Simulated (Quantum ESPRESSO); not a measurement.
# C: dielectric tensor and Born charges under several settings

```
C
1.0
     0.00000    1.78337    1.78337
     1.78337    0.00000    1.78337
     1.78337    1.78337    0.00000
C
2
Direct
  0.75000 0.75000 0.75000
  0.50000 0.50000 0.50000
```

This isn't the form of C at room conditions, which is graphite.

All runs used Quantum ESPRESSO 7.5; potentials PseudoDojo 0.4.1 SR PBEsol standard; given cell; no spin polarisation; cutoff 1116 eV; occupations smeared at first, fixed for the response.

```tsv
level	k mesh (s: shifted)	ε∞ (diagonal)	Born charge of atom 1 (e)	sum of the Born charges (e)
PBEsol	6 × 6 × 6	6.11	-0.06	-0.11
PBEsol	8 × 8 × 8	5.87	-0.01	-0.02
PBEsol	10 × 10 × 10	5.82	0.00	0.00
PBEsol	14 × 14 × 14	?	?	?
PBEsol	16 × 16 × 16	5.81	0.00	0.00
```

Question: What stands in the row left open?

Answer: ε∞ 5.81; Born charge of atom 1 0.00 e; sum of the Born charges 0.00 e.

Caveats: some runs use coarse meshes; the cell is more than 3 GPa from zero pressure, which shifts response properties; on a mesh that holds Γ this program's dielectric tensor can be off by some percent beyond the error of the mesh.

For the row left open. Caveat: the cell is more than 3 GPa from zero pressure, which shifts response properties; on a mesh that holds Γ this program's dielectric tensor can be off by some percent beyond the error of the mesh.
